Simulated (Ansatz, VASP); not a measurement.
# KTaO3: VASP beside Ansatz

Wanted: the spread between two codes on one cell, functional and k mesh. The structure shown is the end of the Ansatz relaxation below.

Program: Ansatz 0.2.0. Level of theory: plane waves, with VASP 6.6.1 beside it; single point at PBEsol. Results are calculated unless marked as measured.

### Step 1. Starting point

The structure is tetragonal, space group P4/mmm (No. 123). Conventional cell: a = 3.905 Å, b = 3.905 Å, c = 4.013 Å, α = 90.00°, β = 90.00°, γ = 90.00°. Nearest to Ta lie 6 O at 1.95 to 2.01 Å. Nearest to K lie 12 O at 2.76 to 2.80 Å. Nearest to O lie 2 Ta at 2.01 Å and 4 K at 2.76 Å. Nearest to O lie 2 Ta at 1.95 Å and 4 K at 2.80 Å. Farther neighbours and most contacts between anions are not listed.

### Step 2. Ansatz: relaxation, PBEsol

Ansatz runs on its PAW soft_1 files.

This run makes the geometry at which the two programs are then compared.

Input file input.yaml:

```yaml
crystal:
  lattice:
    - [3.90450032, 0.0, 0.0]
    - [0.0, 3.90450032, 0.0]
    - [0.0, 0.0, 4.031994208]
  atoms:
    - { symbol: Ta, position: [0.5, 0.5, 0.5] }
    - { symbol: K, position: [0.0, 0.0, 0.0] }
    - { symbol: O, position: [0.5, 0.5, 0.0] }
    - { symbol: O, position: [0.5, 0.0, 0.5] }
    - { symbol: O, position: [0.0, 0.5, 0.5] }
kpoints:
  mp_grid: { grid: [7, 7, 7] }
scf:
  occupations: { method: fermi_dirac, width: 0.02 }
hamiltonian:
  xc: pbesol
  pseudopotentials: { kind: paw, azcp: { folder: soft_1 }, xc_functional: pbe }
basis:
  ecutwfc: 600
output:
  forces: true
  stress: true
  write_density: true
  write_potential: true
  elf: true
  volumetric_format: npy
relax:
  f_tol: 0.005
  max_steps: 70
  cell: { stress_tol: 0.02, p_target: 0, fix: [a, b, alpha, beta, gamma] }
```

Started as:

```sh
$ ansatz run input.yaml --threads 4 --pin off --max-ram 10240MiB --backend cpu --events-out ev --progress --plain --runs-dir out
```

Numbers of over 12 decimals in the logs are rounded to 6 here.

The log of the run:

```text
Engine: ansatz 0.2.0, x86_64-unknown-linux-gnu
Pseudopotentials: kind: paw
Pseudopotential: Ta, paw, valence charge 13, recommended cutoff 420 eV (normal), soft_1/Ta.paw.azcp
Pseudopotential: K, paw, valence charge 9, recommended cutoff 420 eV (normal), soft_1/K.paw.azcp
Pseudopotential: O, paw, valence charge 6, recommended cutoff 420 eV (normal), soft_1/O.paw.azcp
Functional definition: PBEsol
  exchange = pbesol_x
  correlation = pbesol_c
Crystal: 5 atoms, lattice volume = 61.468 Å³
Basis set: ecut = 600 eV, 2049 PW (Γ), exchange–correlation on 64×64×72 points (8 copies of the dense FFT grid, shifted against one another)
Bands: 25, of which v1, the nominal top of the filled ones, is band 20 counted from 1 (19 counted from 0)
Symmetry: 16 space group operations
Space group: P4/mmm (ITA 123), of the structure as read, at distance tolerance 3.9e-5 Å
k-points: 40 of 343
Non-local potential: Ta, projectors of the file, l = 0: 3, l = 1: 2, l = 2: 2, l = 3: 1
Non-local potential: K, projectors of the file, l = 0: 3, l = 1: 2, l = 2: 2
Non-local potential: O, projectors of the file, l = 0: 2, l = 1: 2, l = 2: 1
PAW form: soft (Blöchl's): semilocal exchange-correlation on the pseudo side does not see the compensation charge
PAW frozen core: Ta, regenerated for the run's functional, and the local potential with it (the file was generated under x = pbe(κ = 0.804, μ = 0.219515), c = pbe(β = 0.066725))
PAW frozen core: K, regenerated for the run's functional, and the local potential with it (the file was generated under x = pbe(κ = 0.804, μ = 0.219515), c = pbe(β = 0.066725))
PAW frozen core: O, regenerated for the run's functional, and the local potential with it (the file was generated under x = pbe(κ = 0.804, μ = 0.219515), c = pbe(β = 0.066725))
PAW one-centre angular grid: Ta, 590 points (default); XC on 64 Gauss nodes
PAW one-centre angular grid: K, 110 points (default); XC on 64 Gauss nodes
PAW one-centre angular grid: O, 110 points (default); XC on 64 Gauss nodes
Initial density: superposition of atomic densities (chi_scale 0.1, normalization cell, long waves kept (reshape's long-wave potential 0.00 eV rms))
Initial wavefunctions: pseudopotential atomic-orbital guess
Functional: x = pbesol(κ = 0.804, μ = 0.123457), c = pbesol(β = 0.046)
SCF iter   1: F=—  HF=-13012.382507 eV  |F-HF|=—  |Δ(HF+E_count)|=         —  Δρ=5.60e-2  dr2=1.68e0  ethr=3.10e-3  ⟨swp⟩=7.0  Hψ=5103  notcnv=0
preconditioner: auto → Resta (q_TF=auto, 2.540 Å⁻¹)  ε∞=4.5  [insulator: Δε(μ)=2.582 eV  Ē_g=13.878 eV  σ=0.020 eV  W_gap=1.00  n_scr=18 (ndim 8)  ℏωp=25.9 eV  f_vac=0.000  D(μ)=0.00/eV (n_scr^D=0)  ε∞_Penn≈4.5]
SCF iter   2: F=—  HF=-13012.050495 eV  |F-HF|=—  |Δ(HF+E_count)|=   3.32e-1  Δρ=2.95e-2  dr2=4.66e-1  ethr=3.10e-3  ⟨swp⟩=2.1  Hψ=1945  notcnv=0  defer=40
SCF iter   3: F=—  HF=-13011.957444 eV  |F-HF|=—  |Δ(HF+E_count)|=   9.31e-2  Δρ=7.88e-3  dr2=3.13e-2  ethr=1.17e-3  ⟨swp⟩=3.0  Hψ=1899  notcnv=0  defer=40
SCF iter   4: F=—  HF=-13011.956460 eV  |F-HF|=—  |Δ(HF+E_count)|=   9.84e-4  Δρ=4.84e-3  dr2=1.16e-2  ethr=7.84e-5  ⟨swp⟩=2.7  Hψ=1828  notcnv=0  defer=40
SCF iter   5: F=—  HF=-13011.954584 eV  |F-HF|=—  |Δ(HF+E_count)|=   1.88e-3  Δρ=9.35e-4  dr2=4.82e-4  ethr=2.90e-5  ⟨swp⟩=2.2  Hψ=1668  notcnv=0  defer=40
SCF iter   6: F=—  HF=-13011.954665 eV  |F-HF|=—  |Δ(HF+E_count)|=   8.14e-5  Δρ=4.88e-4  dr2=1.16e-4  ethr=1.21e-6  ⟨swp⟩=2.2  Hψ=1529  notcnv=0  defer=40
SCF iter   7: F=—  HF=-13011.954647 eV  |F-HF|=—  |Δ(HF+E_count)|=   1.83e-5  Δρ=7.16e-5  dr2=1.96e-6  ethr=2.91e-7  ⟨swp⟩=2.0  Hψ=1461  notcnv=0  defer=40
SCF iter   8: F=—  HF=-13011.954718 eV  |F-HF|=—  |Δ(HF+E_count)|=   7.10e-5  Δρ=1.58e-5  dr2=1.55e-7  ethr=4.91e-9  ⟨swp⟩=2.0  Hψ=1733  notcnv=0  defer=40
SCF iter   9: F=-13011.954718 eV  HF=-13011.954718 eV  |F-HF|=5.46e-9  |Δ(HF+E_count)|=   1.22e-7  Δρ=3.41e-6  dr2=1.05e-8  ethr=2.50e-10  ⟨swp⟩=8.1  Hψ=6039  notcnv=0
SCF 1 converged in 9 iterations: F = -13011.954718 eV  dr2 = 1.05e-8
  greatest PAW one-centre occupation: 0.999 electrons in one spin orbital (limit 2), on the Ta atom at site 0 (counted from 0), in its partial waves of l = 0
relax step   1: F+E_penalty+E_count = -13011.95471774 eV  Δ(F+E_penalty+E_count) = +0.000e0 eV  max|allowed force component| = 3.163e-29 eV/Å  Δτ_max = 0.0000 Å  P = +6.605 GPa  Ω = 61.468 Å³  fix = [a, b, alpha, beta, gamma]  reactions: a +10.951, b +10.951 GPa  (9 SCF iters, dr2 threshold 1.00e-7 eV, accepted)
[...]
relax step   2: F+E_penalty+E_count = -13011.95663604 eV  Δ(F+E_penalty+E_count) = -1.918e-3 eV  max|allowed force component| = 1.586e-29 eV/Å  Δτ_max = 0.0000 Å  P = +7.530 GPa  Ω = 61.197 Å³  energy of the carried Pulay correction = +2.148e-5 eV  fix = [a, b, alpha, beta, gamma]  reactions: a +11.366, b +11.366 GPa  (5 SCF iters, dr2 threshold 5.00e-7 eV, accepted)
[...]
relax step   3: F+E_penalty+E_count = -13011.95664627 eV  Δ(F+E_penalty+E_count) = -1.023e-5 eV  max|allowed force component| = 1.633e-29 eV/Å  Δτ_max = 0.0000 Å  P = +7.598 GPa  Ω = 61.178 Å³  energy of the carried Pulay correction = +2.305e-5 eV  fix = [a, b, alpha, beta, gamma]  reactions: a +11.395, b +11.395 GPa  (4 SCF iters, dr2 threshold 5.00e-8 eV, accepted)
[...]
relax step   4: F+E_penalty+E_count = -13011.95662403 eV  Δ(F+E_penalty+E_count) = +2.224e-5 eV  max|allowed force component| = 2.516e-29 eV/Å  Δτ_max = 0.0000 Å  P = +7.598 GPa  Ω = 61.178 Å³  fix = [a, b, alpha, beta, gamma]  reactions: a +11.395, b +11.395 GPa  stress off target by 3.44e-3 GPa on what of the cell is left free  SCF on the basis re-selected at this cell (its energy is not comparable with the rows above)  (6 SCF iters)
basis re-selected at this cell: Δ(F+E_penalty+E_count) = +2.224e-5 eV, ΔP = -0.000 GPa vs the last step (what re-selecting the basis moved, of the pressure what is left beyond the Pulay correction that the steps carried, after the strain that the cell walked since its last selection, with what the two solves' SCF thresholds leave and, on support functions, any second-order correction that the steps lacked; it is no m [...]
SCF converged after 6 iterations
Free energy (F): -13011.956624 eV
Harris-Foulkes:  -13011.956624 eV  (|F-HF|=0.00e0)
Internal energy: -13011.956624 eV  (E = F + TS)
E sigma→0 (E₀):  -13011.956624 eV
Fermi energy:    10.182375 eV
--- Per-component energies (eV) ---
  E_band       = -238.140767
  E_kinetic    = 1151.916230
  E_local      = -2169.236457  (includes V_loc(G=0)·N_el)
  E_nonlocal   = 165.779778
  E_hartree    = 775.066149
  E_xc         = -665.358542
  E_vxc        = -670.819901  (∫ρ·V_xc dr)
  E_paw        = -9415.406595  (= ΣΔE_a)
  E_vpaw       = -265.913345  (= ΣTr[D̂ρ^β])
  E_aug_tail   = 0.000625  (compensation charges beyond the density's cutoff)
  E_ewald      = -2855.145275
  E_core_change = 0.427462  (= ΣΔE_core)
  E_smearing   = -0.000000  (= −TS)
  E_closure    = 0.000000  (closes the sum)
  Σ components = -13011.956624   (vs F -13011.956624, Δ=0.00e0)
--- Forces (eV/Å), atoms counted from 1 ---
  atom   1  Ta     0.00000000    -0.00000000     0.00000000
  atom   2  K     -0.00000000     0.00000000     0.00000000
  atom   3  O      0.00000000    -0.00000000     0.00000000
  atom   4  O      0.00000000    -0.00000000     0.00000000
  atom   5  O      0.00000000     0.00000000     0.00000000
  max |Σ_I F_I| component: 4.77e-29 eV/Å
--- Stress (GPa, compression-positive) ---
       11.394786       0.000000       0.000000
        0.000000      11.394786       0.000000
        0.000000       0.000000       0.003439
  P = ⅓ Tr σ = 7.5977 GPa (75.977 kbar)
--- Band table (eV; the first three rows and the last of 40) ---
  k-point 0: bands = [... 16 lower, 8.0118, 8.4665, 8.5126, 8.5126, 11.2943, 11.2943, 11.3340, 15.6707, ... 1 higher]
  k-point 1: bands = [... 16 lower, 7.7636, 7.8561, 8.3765, 8.3765, 11.3620, 11.8992, 11.8992, 16.2376, ... 1 higher]
  k-point 2: bands = [... 16 lower, 7.2140, 7.5716, 8.2759, 8.2759, 11.4266, 13.0701, 13.0701, 16.6132, ... 1 higher]
  k-point 39: bands = [... 16 lower, 5.1994, 8.9582, 8.9858, 9.0383, 15.5695, 15.6246, 15.8222, 18.1656, ... 1 higher]
--- Relaxed structure (3 steps of the walk, 3 accepted, 1 SCFs on fresh bases) ---
  F+E_penalty+E_count = -13011.95662403 eV   max|allowed force component| = 2.516e-29 eV/Å   (the final SCF, on the basis selected at the relaxed cell)
  cell:  # Å, volume = 61.1775 Å³
    - [3.90450032, 0.0, 0.0]
    - [0.0, 3.90450032, 0.0]
    - [0.0, 0.0, 4.012924]
  atoms:
    - { symbol: Ta, position: [0.5, 0.5, 0.5] }
    - { symbol: K, position: [0, 0, 0.0] }
    - { symbol: O, position: [0.5, 0.5, 0.0] }
    - { symbol: O, position: [0.5, 0, 0.5] }
    - { symbol: O, position: [0, 0.5, 0.5] }
```

### Step 3. VASP: single point, PBEsol, pair 1

The same cell, functional, mesh and smearing now go to VASP, with its own data sets.

Lines of VASP's logs that name or quote its potential files are left out, and so is its time.

Input file INCAR:

```
SYSTEM = KTaO3
PREC = Accurate
ENCUT = 600
EDIFF = 1E-06
NELM = 120
ISMEAR = -1
SIGMA = 0.02
LREAL = .FALSE.
ALGO = Normal
GGA = PS
NBANDS = 25
LASPH = .TRUE.
LORBIT = 11
LWAVE = .FALSE.
LCHARG = .FALSE.
ISIF = 2
GGA_COMPAT = .FALSE.
EFERMI = MIDGAP
KPAR = 2
```

Input file POSCAR:

```
KTaO3
1.0
    3.9045003200      0.0000000000      0.0000000000
    0.0000000000      3.9045003200      0.0000000000
    0.0000000000      0.0000000000      4.0129243845
Ta K O
1 1 3
Direct
    0.5000000000      0.5000000000      0.5000000000
    0.0000000000      0.0000000000      0.0000000000
    0.5000000000      0.5000000000      0.0000000000
    0.5000000000      0.0000000000      0.5000000000
    0.0000000000      0.5000000000      0.5000000000
```

Input file KPOINTS:

```
Automatic mesh
0
Gamma
7 7 7
0 0 0
```

PAW data sets: Ta_pv, K_sv and O (PBE family, release 64).

Started as:

```sh
$ mpirun -np 2 vasp_std
```

The log of the run:

```text
[banner, memory and clock lines left out]
running    2 mpi-ranks, on    1 nodes
 distrk:  each k-point on    1 cores,    2 groups
 distr:  one band on    1 cores,    1 groups

 POSCAR found type information on POSCAR TaK O
 POSCAR found :  3 types and       5 ions
|                                                                             |
|               ----> ADVICE to this user running VASP <----                  |
|                                                                             |
|     You enforced a specific xc type in the INCAR file but a different       |
|     [... a line on the potential file left out ...]
|     I HOPE YOU KNOW WHAT YOU ARE DOING!                                     |
|                                                                             |

 LDA part: xc-table for (Slater+PW92), standard interpolation
 POSCAR, INCAR and KPOINTS ok, starting setup
 FFT: planning ... GRIDC
 FFT: planning ... GRID_SOFT
 FFT: planning ... GRID
 WAVECAR not read
 entering main loop
       N       E                     dE             d eps       ncg     rms          rms(c)
DAV:   1     0.358981513847E+03    0.35898E+03   -0.23384E+04  2000   0.174E+03
DAV:   2    -0.303300513361E+02   -0.38931E+03   -0.37896E+03  2371   0.449E+02
DAV:   3    -0.500530626655E+02   -0.19723E+02   -0.19655E+02  2585   0.994E+01
DAV:   4    -0.505197705376E+02   -0.46671E+00   -0.46614E+00  3447   0.131E+01
DAV:   5    -0.505219606128E+02   -0.21901E-02   -0.21899E-02  2550   0.886E-01    0.365E+01
DAV:   6    -0.430572488348E+02    0.74647E+01   -0.34721E+01  2554   0.414E+01    0.148E+01
DAV:   7    -0.429002677393E+02    0.15698E+00   -0.18118E+00  2640   0.892E+00    0.972E+00
DAV:   8    -0.428359178311E+02    0.64350E-01   -0.31970E-01  2672   0.481E+00    0.194E+00
DAV:   9    -0.428264752132E+02    0.94426E-02   -0.28163E-02  2642   0.126E+00    0.266E-01
DAV:  10    -0.428255648178E+02    0.91040E-03   -0.73175E-03  2814   0.597E-01    0.114E-01
DAV:  11    -0.428256346082E+02   -0.69790E-04   -0.33815E-04  2824   0.137E-01    0.307E-02
DAV:  12    -0.428256515706E+02   -0.16962E-04   -0.34923E-05  3014   0.506E-02    0.115E-02
DAV:  13    -0.428256510197E+02    0.55091E-06   -0.35570E-06  2239   0.157E-02
   1 F= -.42825651E+02 E0= -.42825651E+02  d E =0.000000E+00
```

From OUTCAR (step 3):

```text
ion  position               nearest neighbor table
   1  0.500  0.500  0.500-   4 1.95   5 1.95   4 1.95   5 1.95   3 2.01   3 2.01   2 3.41   2 3.41
                             2 3.41   2 3.41   2 3.41   2 3.41   2 3.41   2 3.41
   2  0.000  0.000  0.000-   3 2.76   3 2.76   3 2.76   3 2.76   5 2.80   4 2.80   5 2.80   5 2.80
                             5 2.80   4 2.80   4 2.80   4 2.80   1 3.41   1 3.41   1 3.41   1 3.41
   3  0.500  0.500  0.000-   1 2.01   1 2.01   2 2.76   2 2.76   2 2.76   2 2.76
   4  0.500  0.000  0.500-   1 1.95   1 1.95   2 2.80   2 2.80   2 2.80   2 2.80
   5  0.000  0.500  0.500-   1 1.95   1 1.95   2 2.80   2 2.80   2 2.80   2 2.80

  LATTYP: Found a simple tetragonal cell.
 ALAT       =     3.9045003200
 C/A-ratio  =     1.0277689987

 Subroutine GETGRP returns: Found 16 space group operations
 (whereof 16 operations were pure point group operations)

The static configuration has the point symmetry D_4h.

 Found     40 irreducible k-points:

   k-points           NKPTS =     40   k-points in BZ     NKDIM =     40   number of bands    NBANDS=     25

   dimension x,y,z NGX =    32 NGY =   32 NGZ =   32
   dimension x,y,z NGXF=    64 NGYF=   64 NGZF=   64

   ENCUT  =  600.0 eV  44.10 Ry    6.64 a.u.   7.80  7.80  8.01*2*pi/ulx,y,z

   NELECT =      38.0000    total number of electrons

 k-points in reciprocal lattice and weights: Automatic mesh
   0.00000000  0.00000000  0.00000000       0.003
   0.14285714  0.00000000  0.00000000       0.012
   0.28571429  0.00000000  0.00000000       0.012
   0.42857143  0.00000000  0.00000000       0.012
   0.14285714  0.14285714  0.00000000       0.012
   0.28571429  0.14285714  0.00000000       0.023
   0.42857143  0.14285714  0.00000000       0.023
   0.28571429  0.28571429  0.00000000       0.012
   0.42857143  0.28571429  0.00000000       0.023
[...]
0.42857143  0.28571429  0.42857143       0.047
   0.42857143  0.42857143  0.42857143       0.023

 average (electrostatic) potential at core
       1 -39.9828       2 -32.2355       3 -71.4717       4 -71.7017       5 -71.7017

 E-fermi :   2.9580

 k-point     1 :       0.0000    0.0000    0.0000
  band No.  band energies     occupation
    ...
     15       0.8313      2.00000
     16       0.8313      2.00000
     17       1.2887      2.00000
     18       1.3368      2.00000
     19       1.3368      2.00000
     20       4.0581      0.00000
     21       4.0581      0.00000
     22       4.0989      0.00000
     23       8.4647      0.00000
     24       9.0323      0.00000
    ...

 k-point     2 :       0.1429    0.0000    0.0000
  band No.  band energies     occupation
    ...
     15       0.4805      2.00000
     16       0.6299      2.00000
     17       0.8349      2.00000
     18       1.1837      2.00000
     19       1.2619      2.00000
     20       4.0931      0.00000
     21       4.7459      0.00000
     22       4.7801      0.00000
     23       8.6727      0.00000
     24       9.2415      0.00000
    ...

 k-point     3 :       0.2857    0.0000    0.0000
  band No.  band energies     occupation
    ...
     15      -0.0490      2.00000
     16       0.0376      2.00000
     17       0.5194      2.00000
     18       1.0983      2.00000
     19       1.1773      2.00000
     20       4.1743      0.00000
     21       6.0692      0.00000
     22       6.0899      0.00000
     23       8.8831      0.00000
     24       9.8536      0.00000
    ...

  Total        4.7385728      4.7385728      0.3025482      0.0000000      0.0000000      0.0000000
  in kB      124.0984170    124.0984170      7.9234293      0.0000000      0.0000000      0.0000000
  external PRESSURE =      85.3734211 kB  Pullay stress =       0.0000000 kB

  energy-cutoff  :      600.00
  volume of cell :       61.18
      direct lattice vectors                 reciprocal lattice vectors
     3.904500320  0.000000000  0.000000000     0.256114718  0.000000000  0.000000000
     0.000000000  3.904500320  0.000000000     0.000000000  0.256114718  0.000000000
     0.000000000  0.000000000  4.012924384     0.000000000  0.000000000  0.249194828

 POSITION                                       TOTAL-FORCE (eV/Angst)
 -----------------------------------------------------------------------------------
      1.95225      1.95225      2.00646         0.000000      0.000000      0.000000
      0.00000      0.00000      0.00000         0.000000      0.000000      0.000000
      1.95225      1.95225      0.00000         0.000000      0.000000      0.000000
      1.95225      0.00000      2.00646         0.000000      0.000000      0.000000
      0.00000      1.95225      2.00646         0.000000      0.000000      0.000000
 -----------------------------------------------------------------------------------
    total drift:                                0.000000     -0.000000     -0.000000

  FREE ENERGIE OF THE ION-ELECTRON SYSTEM (eV)
  ---------------------------------------------------
  free  energy   TOTEN  =       -42.8256510197 eV

  energy  without entropy=      -42.8256510197  energy(sigma->0) =      -42.82565102

 total charge
# of ion       s       p       d       tot
------------------------------------------
    1        0.363   6.394   2.132   8.889
    2        1.961   5.592   0.054   7.608
    3        1.552   3.505   0.000   5.057
    4        1.559   3.535   0.000   5.094
    5        1.559   3.535   0.000   5.094
--------------------------------------------------
tot          6.995  22.560   2.187  31.741

[... 3 further parts left out ...]
```

The run ends at a pressure of 8.54 GPa.

### Step 4. Comparison

Known differences besides the potentials themselves: the data sets hold 40 valence electrons in Ansatz (on its PAW soft_1 files) and 38 in VASP; Ansatz makes its cores anew for this functional, VASP keeps those of its PBE data sets; Ansatz's pressure holds a Pulay correction, VASP's none. Total energies have different zeros and are not compared.

The two programs side by side:

```tsv
quantity	Ansatz	VASP	difference
pressure (GPa)	7.60	8.54	-0.94
gap on the k mesh (eV)	2.256	2.200	+0.056
```

A gap on the mesh is an upper bound, since the band edges may lie between its points; neither run holds spin-orbit coupling, which can move the band edges of a compound of Ta.

### Step 5. Ansatz: relaxation, PBEsol

This run makes the geometry at which the two programs are then compared. The cell compared in this pair holds 60.17 Å³, against 61.18 Å³ for the pair before.

The structure compared here is the end of the Ansatz relaxation.

input.yaml, as its differences from that of step 2:

```diff
@@ -2,5 +2,5 @@
   lattice:
-    - [3.90450032, 0.0, 0.0]
-    - [0.0, 3.90450032, 0.0]
-    - [0.0, 0.0, 4.031994208]
+    - [3.86465848, 0.0, 0.0]
+    - [0.0, 3.86465848, 0.0]
+    - [0.0, 0.0, 4.055899312]
   atoms:
@@ -23,6 +23,2 @@
   stress: true
-  write_density: true
-  write_potential: true
-  elf: true
-  volumetric_format: npy
 relax:
```

Started as:

```sh
$ ansatz run input.yaml --threads 4 --pin off --max-ram 10240MiB --backend cpu --events-out ev --progress --plain --runs-dir out
```

The log of the run:

```text
[...]
Crystal: 5 atoms, lattice volume = 60.577 Å³
Basis set: ecut = 600 eV, 2025 PW (Γ), exchange–correlation on 64×64×72 points (8 copies of the dense FFT grid, shifted against one another)
Bands: 25, of which v1, the nominal top of the filled ones, is band 20 counted from 1 (19 counted from 0)
Symmetry: 16 space group operations
[...]
k-points: 40 of 343
[...]
P = ⅓ Tr σ = 12.1065 GPa (121.065 kbar)
--- Relaxed structure (3 steps of the walk, 3 accepted, 1 SCFs on fresh bases) ---
[...]
cell:  # Å, volume = 60.1654 Å³
    - [3.86465848, 0, 0]
    - [0, 3.86465848, 0]
    - [0, 0, 4.028325]
  atoms:
    - { symbol: Ta, position: [0.5, 0.5, 0.5] }
    - { symbol: K, position: [0, 0, 0] }
    - { symbol: O, position: [0.5, 0.5, 0] }
    - { symbol: O, position: [0.5, 0, 0.5] }
    - { symbol: O, position: [0, 0.5, 0.5] }
[key lines of the parts left out:]
SCF converged after 6 iterations
Free energy (F): -13011.842384 eV
Fermi energy:    10.436817 eV
```

(Continued in part 2 of 2.)

[Lines on the potential files, build, host, timing and source positions are cut from VASP's logs without a mark.]

[Logs are printed without paths, hosts, clocks, repeated set-up lines and the standing remarks that a program may print on its own settings, such as how far it seeks lower states.]

[Hosts, paths, dates, database ids (printed as entryN), source tags and the programs' standing remarks are cut or masked in the printed files.]
